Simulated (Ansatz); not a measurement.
Run on CaS: DFT, LDA, PAW with Ansatz's default frozen-core files, scalar-relativistic (Ansatz 0.2.0). This run: cell and atoms relaxed.

The cell is entry 1011236 of the Crystallography Open Database, unrelaxed; the entry departs somewhat from later or room-temperature determinations.

Command: `ansatz run input.yaml --threads 1 --pin off --max-ram 2048MiB --backend cpu --events-out ev --progress --plain --runs-dir out` It took 5.5 s on 1 thread of Arm Neoverse V1, on a shared host, peak memory 0.29 GiB.

```yaml
crystal:
  lattice:
    - [0.0, 2.843, 2.843]
    - [2.843, 0.0, 2.843]
    - [2.843, 2.843, 0.0]
  atoms:
    - { symbol: Ca, position: [0.0, 0.0, 0.0] }
    - { symbol: S, position: [0.5, 0.5, 0.5] }
kpoints:
  mp_grid: { grid: [9, 9, 9] }
scf:
  occupations: { method: fermi_dirac, width: 0.02 }
hamiltonian:
  xc: lda
  pseudopotentials: { kind: paw }
output:
  forces: true
  stress: true
relax:
  f_tol: 0.005
  max_steps: 50
  cell: {}
```

Output:

```
Engine: ansatz 0.2.0
Pseudopotentials: kind: paw
Pseudopotential: Ca, paw, valence charge 10, recommended cutoff 420 eV (normal), Ca.paw.azcp
Pseudopotential: S, paw, valence charge 6, recommended cutoff 420 eV (normal), S.paw.azcp
Functional definition: SPW92
  exchange = slater_x
  correlation = pw_c
Crystal: 2 atoms, lattice volume = 45.958 Å³
Basis set: ecut = 420 eV, 893 PW (Γ)
Bands: 12, of which v1, the nominal top of the filled ones, is band 8 counted from 1 (7 counted from 0)
Symmetry: 48 space group operations
Space group: Fm-3m (ITA 225), of the structure as read, at distance tolerance 3.6e-5 Å
k-points: 35 of 729
Non-local potential: Ca, projectors of the file, l = 0: 3, l = 1: 2, l = 2: 2
Non-local potential: S, projectors of the file, l = 0: 2, l = 1: 2, l = 2: 2
PAW form: soft (Blöchl's): semilocal exchange-correlation on the pseudo side does not see the compensation charge
PAW frozen core: Ca, regenerated for the run's functional, and the local potential with it (the file was generated under x = pbe(κ = 0.804, μ = 0.2195149727645171), c = pbe(β = 0.06672455060314922))
PAW frozen core: S, regenerated for the run's functional, and the local potential with it (the file was generated under x = pbe(κ = 0.804, μ = 0.2195149727645171), c = pbe(β = 0.06672455060314922))
PAW one-centre angular grid: Ca, 110 points (default); XC on 64 Gauss nodes
PAW one-centre angular grid: S, 110 points (default); XC on 64 Gauss nodes
Initial density: superposition of atomic densities (neutral atoms: chi_scale 0, normalization atom), corrected by the library's trained network
Initial wavefunctions: pseudopotential atomic-orbital guess
Functional: x = slater, c = lda
SCF iter   1: F=—  HF=-2646.668722 eV  |F-HF|=—  |Δ(HF+E_count)|=         —  Δρ=5.78e-3  dr2=1.58e-2  ethr=1.77e-3  ⟨swp⟩=7.0  Hψ=2962  notcnv=0
preconditioner: auto → none  [insulator: Δε(μ)=2.090 eV  Ē_g=16.068 eV  σ=0.020 eV  W_gap=1.00  n_scr=14 (ndim 8)  ℏωp=20.5 eV  f_vac=0.000  D(μ)=0.00/eV (n_scr^D=0)  ε∞_Penn≈2.6]
SCF iter   2: F=—  HF=-2646.664105 eV  |F-HF|=—  |Δ(HF+E_count)|=   4.62e-3  Δρ=2.61e-3  dr2=1.48e-3  ethr=9.85e-5  ⟨swp⟩=2.4  Hψ=932  notcnv=0
SCF iter   3: F=—  HF=-2646.663775 eV  |F-HF|=—  |Δ(HF+E_count)|=   3.30e-4  Δρ=9.68e-4  dr2=3.09e-4  ethr=9.23e-6  ⟨swp⟩=2.7  Hψ=754  notcnv=0
SCF iter   4: F=—  HF=-2646.663705 eV  |F-HF|=—  |Δ(HF+E_count)|=   6.99e-5  Δρ=1.43e-4  dr2=7.11e-6  ethr=1.93e-6  ⟨swp⟩=2.0  Hψ=517  notcnv=0
SCF iter   5: F=—  HF=-2646.663705 eV  |F-HF|=—  |Δ(HF+E_count)|=   1.53e-7  Δρ=1.83e-5  dr2=4.78e-8  ethr=4.44e-8  ⟨swp⟩=2.0  Hψ=555  notcnv=0
SCF iter   6: F=-2646.663705 eV  HF=-2646.663705 eV  |F-HF|=1.74e-9  |Δ(HF+E_count)|=   9.55e-9  Δρ=2.54e-6  dr2=2.52e-9  ethr=2.99e-10  ⟨swp⟩=2.0  Hψ=1413  notcnv=0
SCF 1 converged in 6 iterations: F = -2646.663705 eV  dr2 = 2.52e-9
  greatest PAW one-centre occupation: 0.996 electrons in one spin orbital (limit 2), on the Ca atom at site 0 (counted from 0), in its partial waves of l = 0
relax step   1: F+E_penalty+E_count = -2646.66370505 eV  Δ(F+E_penalty+E_count) = +0.000e0 eV  max|allowed force component| = 2.892e-30 eV/Å  Δτ_max = 0.0000 Å  P = -3.841 GPa  Ω = 45.958 Å³  (6 SCF iters, dr2 threshold 1.00e-7 eV, accepted)
Crystal: 2 atoms, lattice volume = 41.469 Å³
Basis set: ecut = 420 eV, 869 PW (Γ)
Initial density: handed on by an earlier stage of this run
Initial wavefunctions: those handed on with the density
iter 1 solved again at ethr=5.21e-5 eV; its pass at ethr=3.10e-3 eV (dr2=8.34e-3 eV) is discarded
SCF iter   1: F=—  HF=-2646.690869 eV  |F-HF|=—  |Δ(HF+E_count)|=         —  Δρ=3.28e-3  dr2=8.44e-3  ethr=5.21e-5  ⟨swp⟩=1.1  Hψ=3328  notcnv=0
preconditioner: auto → none  [insulator: Δε(μ)=1.856 eV  Ē_g=16.312 eV  σ=0.020 eV  W_gap=1.00  n_scr=14 (ndim 8)  ℏωp=21.6 eV  f_vac=0.000  D(μ)=0.00/eV (n_scr^D=0)  ε∞_Penn≈2.7]
SCF iter   2: F=—  HF=-2646.687621 eV  |F-HF|=—  |Δ(HF+E_count)|=   3.25e-3  Δρ=1.69e-3  dr2=1.19e-3  ethr=5.21e-5  ⟨swp⟩=2.4  Hψ=816  notcnv=0
SCF iter   3: F=—  HF=-2646.687340 eV  |F-HF|=—  |Δ(HF+E_count)|=   2.81e-4  Δρ=6.13e-4  dr2=1.69e-4  ethr=7.42e-6  ⟨swp⟩=2.0  Hψ=550  notcnv=0
SCF iter   4: F=—  HF=-2646.687301 eV  |F-HF|=—  |Δ(HF+E_count)|=   3.94e-5  Δρ=1.15e-4  dr2=4.57e-6  ethr=1.06e-6  ⟨swp⟩=2.2  Hψ=530  notcnv=0
SCF iter   5: F=-2646.687301 eV  HF=-2646.687301 eV  |F-HF|=1.77e-8  |Δ(HF+E_count)|=   1.83e-7  Δρ=2.90e-5  dr2=1.03e-7  ethr=1.25e-9  ⟨swp⟩=3.0  Hψ=1648  notcnv=0
SCF 2 converged in 5 iterations: F = -2646.687301 eV  dr2 = 1.03e-7
relax step   2: F+E_penalty+E_count = -2646.68730102 eV  Δ(F+E_penalty+E_count) = -2.360e-2 eV  max|allowed force component| = 9.532e-31 eV/Å  Δτ_max = 0.0000 Å  P = +2.757 GPa  Ω = 41.469 Å³  energy of the carried Pulay correction = +1.812e-4 eV  (5 SCF iters, dr2 threshold 2.00e-7 eV, accepted)
Crystal: 2 atoms, lattice volume = 43.234 Å³
iter 1 solved again at ethr=9.34e-6 eV; its pass at ethr=3.10e-3 eV (dr2=1.49e-3 eV) is discarded
SCF iter   1: F=—  HF=-2646.700971 eV  |F-HF|=—  |Δ(HF+E_count)|=         —  Δρ=1.32e-3  dr2=1.45e-3  ethr=9.34e-6  ⟨swp⟩=2.0  Hψ=3305  notcnv=0
preconditioner: auto → none  [insulator: Δε(μ)=2.049 eV  Ē_g=16.238 eV  σ=0.020 eV  W_gap=1.00  n_scr=14 (ndim 8)  ℏωp=21.1 eV  f_vac=0.000  D(μ)=0.00/eV (n_scr^D=0)  ε∞_Penn≈2.7]
SCF iter   2: F=—  HF=-2646.700418 eV  |F-HF|=—  |Δ(HF+E_count)|=   5.53e-4  Δρ=6.90e-4  dr2=2.11e-4  ethr=9.08e-6  ⟨swp⟩=2.0  Hψ=799  notcnv=0
SCF iter   3: F=—  HF=-2646.700371 eV  |F-HF|=—  |Δ(HF+E_count)|=   4.74e-5  Δρ=2.44e-4  dr2=3.05e-5  ethr=1.32e-6  ⟨swp⟩=2.0  Hψ=546  notcnv=0
SCF iter   4: F=—  HF=-2646.700365 eV  |F-HF|=—  |Δ(HF+E_count)|=   5.14e-6  Δρ=4.96e-5  dr2=9.33e-7  ethr=1.91e-7  ⟨swp⟩=2.1  Hψ=531  notcnv=0
SCF iter   5: F=-2646.700366 eV  HF=-2646.700366 eV  |F-HF|=2.62e-9  |Δ(HF+E_count)|=   5.93e-8  Δρ=1.28e-5  dr2=2.22e-8  ethr=1.25e-9  ⟨swp⟩=4.0  Hψ=1362  notcnv=0
SCF 3 converged in 5 iterations: F = -2646.700366 eV  dr2 = 2.22e-8
relax step   3: F+E_penalty+E_count = -2646.70036555 eV  Δ(F+E_penalty+E_count) = -1.306e-2 eV  max|allowed force component| = 1.159e-30 eV/Å  Δτ_max = 0.0000 Å  P = -0.265 GPa  Ω = 43.234 Å³  energy of the carried Pulay correction = +1.078e-4 eV  (5 SCF iters, dr2 threshold 2.00e-7 eV, accepted)
[... lines left out ...]
SCF 4 converged in 4 iterations: F = -2646.700513 eV  dr2 = 6.66e-9
relax step   4: F+E_penalty+E_count = -2646.70051291 eV  Δ(F+E_penalty+E_count) = -1.474e-4 eV  max|allowed force component| = 9.861e-31 eV/Å  Δτ_max = 0.0000 Å  P = -0.015 GPa  Ω = 43.073 Å³  energy of the carried Pulay correction = +1.144e-4 eV  (4 SCF iters, dr2 threshold 1.75e-7 eV, accepted)
Initial wavefunctions: pseudopotential atomic-orbital guess (no wavefunctions were taken with the density)
iter 1 solved again at ethr=7.80e-7 eV; its pass at ethr=3.10e-3 eV (dr2=1.25e-4 eV) is discarded
SCF iter   1: F=—  HF=-2646.700413 eV  |F-HF|=—  |Δ(HF+E_count)|=         —  Δρ=3.53e-5  dr2=8.90e-8  ethr=7.80e-7  ⟨swp⟩=2.5  Hψ=4015  notcnv=0
eigensolver tolerance schedule: the retry pair's looser diagonalisation over-reported the residual by 1401.13 of it (diagonalisation noise at 0.55 of the residual, at the tolerance the schedule requests for it); recorded, not acted on — ethr = c·dr2/N_el stays at c = 1.0e-1
preconditioner: auto → none  [insulator: Δε(μ)=2.017 eV  Ē_g=16.243 eV  σ=0.020 eV  W_gap=1.00  n_scr=14 (ndim 8)  ℏωp=21.2 eV  f_vac=0.000  D(μ)=0.00/eV (n_scr^D=0)  ε∞_Penn≈2.7]
SCF iter   2: F=—  HF=-2646.700412 eV  |F-HF|=—  |Δ(HF+E_count)|=   5.90e-7  Δρ=1.87e-5  dr2=3.69e-8  ethr=5.57e-10  ⟨swp⟩=2.5  Hψ=723  notcnv=0
SCF iter   3: F=—  HF=-2646.700412 eV  |F-HF|=—  |Δ(HF+E_count)|=   4.20e-9  Δρ=8.50e-6  dr2=5.21e-9  ethr=2.31e-10  ⟨swp⟩=2.0  Hψ=551  notcnv=0
SCF iter   4: F=—  HF=-2646.700412 eV  |F-HF|=—  |Δ(HF+E_count)|=   3.89e-9  Δρ=1.21e-6  dr2=9.69e-10  ethr=3.26e-11  ⟨swp⟩=2.0  Hψ=455  notcnv=0
SCF iter   5: F=—  HF=-2646.700412 eV  |F-HF|=—  |Δ(HF+E_count)|=  2.48e-10  Δρ=4.26e-7  dr2=1.14e-10  ethr=6.06e-12  ⟨swp⟩=2.0  Hψ=558  notcnv=0
SCF iter   6: F=—  HF=-2646.700412 eV  |F-HF|=—  |Δ(HF+E_count)|=  3.18e-11  Δρ=1.93e-7  dr2=2.35e-11  ethr=1.00e-12  ⟨swp⟩=1.9  Hψ=528  notcnv=0
SCF iter   7: F=-2646.700412 eV  HF=-2646.700412 eV  |F-HF|=9.09e-13  |Δ(HF+E_count)|=  7.28e-12  Δρ=4.82e-8  dr2=1.38e-12  ethr=1.00e-12  ⟨swp⟩=5.0  Hψ=1414  notcnv=0
SCF 5 converged in 7 iterations: F = -2646.700412 eV  dr2 = 1.38e-12
relax step   5: F+E_penalty+E_count = -2646.70041195 eV  Δ(F+E_penalty+E_count) = +1.010e-4 eV  max|allowed force component| = 9.203e-31 eV/Å  Δτ_max = 0.0000 Å  P = -0.016 GPa  Ω = 43.073 Å³  stress off target by 1.61e-2 GPa  SCF on the basis re-selected at this cell (its energy is not comparable with the rows above)  (7 SCF iters)
basis re-selected at this cell: Δ(F+E_penalty+E_count) = +1.010e-4 eV, ΔP = -0.001 GPa vs the last step (what re-selecting the basis moved, of the pressure what is left beyond the Pulay correction that the steps carried, after the strain that the cell walked since its last selection, with what the two solves' SCF thresholds leave and, on support functions, any second-order correction that the steps lacked; it is no measure of the basis error at this ecutwfc). This SCF's stress stands 1.61e-2 GPa from its target on what of the cell is left free (relax.cell.stress_tol is 5.00e-2 GPa) and its largest allowed force component is 9.20e-31 eV/Å (relax.f_tol is 5.00e-3 eV/Å): within both
SCF converged after 7 iterations
Free energy (F): -2646.700412 eV
Harris-Foulkes:  -2646.700412 eV  (|F-HF|=9.09e-13)
Internal energy: -2646.700412 eV  (E = F + TS)
E sigma→0 (E₀):  -2646.700412 eV
Fermi energy:    7.491880 eV
--- Per-component energies (eV) ---
  E_band       = -124.386585
  E_kinetic    = 387.853047
  E_local      = -796.482030  (includes V_loc(G=0)·N_el)
  E_nonlocal   = 96.259346
  E_hartree    = 260.010225
  E_xc         = -233.621621
  E_vxc        = -260.540648  (∫ρ·V_xc dr)
  E_paw        = -1385.156958  (= ΣΔE_a)
  E_vpaw       = -71.496748  (= ΣTr[D̂ρ^β])
  E_aug_tail   = -0.000003  (compensation charges beyond the density's cutoff)
  E_ewald      = -975.998781
  E_core_change = 0.436363  (= ΣΔE_core)
  E_smearing   = -0.000000  (= −TS)
  E_closure    = 0.000000  (closes the sum)
  Σ components = -2646.700412   (vs F -2646.700412, Δ=0.00e0)
--- Forces (eV/Å), atoms counted from 1 ---
  atom   1  Ca    -0.00000000    -0.00000000     0.00000000
  atom   2  S      0.00000000     0.00000000     0.00000000
  max |Σ_I F_I| component: 1.97e-30 eV/Å
--- Stress (GPa, compression-positive) ---
       -0.016077      -0.000000      -0.000000
       -0.000000      -0.016077      -0.000000
       -0.000000      -0.000000      -0.016077
  P = ⅓ Tr σ = -0.0161 GPa (-0.161 kbar)
--- Relaxed structure (4 steps of the walk, 4 accepted, 1 SCFs on fresh bases) ---
  F+E_penalty+E_count = -2646.70041195 eV   max|allowed force component| = 9.203e-31 eV/Å   (the final SCF, on the basis selected at the relaxed cell)
  cell:  # Å, volume = 43.0731 Å³
    - [-1.528611609868676e-34, 2.7822229663393534, 2.7822229663393534]
    - [2.7822229663393534, 5.107900825766533e-35, 2.7822229663393534]
    - [2.7822229663393534, 2.7822229663393534, 1.2528792870938424e-37]
  atoms:
    - { symbol: Ca, position: [1.6230063870661615e-35, -1.1996134165273183e-35, -1.4818753968867452e-35] }
    - { symbol: S, position: [0.5, 0.5, 0.5] }
```

Next run, as changes to the input before:

```diff
   lattice:
-    - [0.0, 2.843, 2.843]
-    - [2.843, 0.0, 2.843]
-    - [2.843, 2.843, 0.0]
+    - [0.0, 2.7822229663, 2.7822229663]
+    - [2.7822229663, 0.0, 2.7822229663]
+    - [2.7822229663, 2.7822229663, 0.0]
   atoms:
   stress: true
-relax:
-  f_tol: 0.005
-  max_steps: 50
-  cell: {}
+  eigenvalues: true
+  populations: true
+  write_density: true
+  write_potential: true
+  elf: true
+  volumetric_format: npy
```

Command: `ansatz run input.yaml --threads 1 --pin off --max-ram 2048MiB --backend cpu --events-out ev --progress --plain --runs-dir out` It took 1.7 s on 1 thread of Arm Neoverse V1, on a shared host, peak memory 0.28 GiB.

Results part of the output:

```
SCF 1 converged in 6 iterations: F = -2646.700412 eV  dr2 = 4.18e-9
  greatest PAW one-centre occupation: 0.996 electrons in one spin orbital (limit 2), on the Ca atom at site 0 (counted from 0), in its partial waves of l = 0
SCF converged after 6 iterations
Free energy (F): -2646.700412 eV
Harris-Foulkes:  -2646.700412 eV  (|F-HF|=3.11e-9)
Internal energy: -2646.700412 eV  (E = F + TS)
E sigma→0 (E₀):  -2646.700412 eV
Fermi energy:    7.491853 eV
--- Per-component energies (eV) ---
  E_band       = -124.386986
  E_kinetic    = 387.853515
  E_local      = -796.482657  (includes V_loc(G=0)·N_el)
  E_nonlocal   = 96.259482
  E_hartree    = 260.010463
  E_xc         = -233.621782
  E_vxc        = -260.540841  (∫ρ·V_xc dr)
  E_paw        = -1385.157012  (= ΣΔE_a)
  E_vpaw       = -71.496894  (= ΣTr[D̂ρ^β])
  E_aug_tail   = -0.000003  (compensation charges beyond the density's cutoff)
  E_ewald      = -975.998781
  E_core_change = 0.436363  (= ΣΔE_core)
  E_smearing   = -0.000000  (= −TS)
  E_closure    = 0.000000  (closes the sum)
  Σ components = -2646.700412   (vs F -2646.700412, Δ=0.00e0)
--- Forces (eV/Å), atoms counted from 1 ---
  atom   1  Ca    -0.00000000     0.00000000    -0.00000000
  atom   2  S      0.00000000    -0.00000000     0.00000000
  max |Σ_I F_I| component: 4.54e-30 eV/Å
--- Stress (GPa, compression-positive) ---
       -0.016067       0.000000      -0.000000
        0.000000      -0.016067       0.000000
        0.000000       0.000000      -0.016067
  P = ⅓ Tr σ = -0.0161 GPa (-0.161 kbar)
--- Band table (eV; the first three rows and the last of 35) ---
  k-point 0: bands = ["-32.1195", "-13.3519", "-13.3519", "-13.3519", "-5.0526", "6.4901", "6.4901", "6.4901", "10.4280", "10.4280", "10.4280", "10.8154"]
  k-point 1: bands = ["-32.1175", "-13.3814", "-13.3540", "-13.3540", "-4.9480", "5.8873", "6.2704", "6.2704", "10.4655", "10.6315", "10.6315", "11.4537"]
  k-point 2: bands = ["-32.1122", "-13.4544", "-13.3593", "-13.3593", "-4.6718", "4.7523", "5.8175", "5.8175", "10.5621", "11.1522", "11.1522", "12.4530"]
  k-point 34: bands = ["-32.0966", "-13.4921", "-13.4612", "-13.4244", "-4.1818", "4.2515", "4.6779", "4.9042", "10.7985", "11.6438", "12.5657", "13.1974"]
--- Löwdin populations: 2 sites ---
  site symbol       q [e]
     0     Ca      8.4389
     1      S      7.2569
  spilling = 0.019010 (of n_electrons = 16.000000)
```

The PAW files were made under PBE.
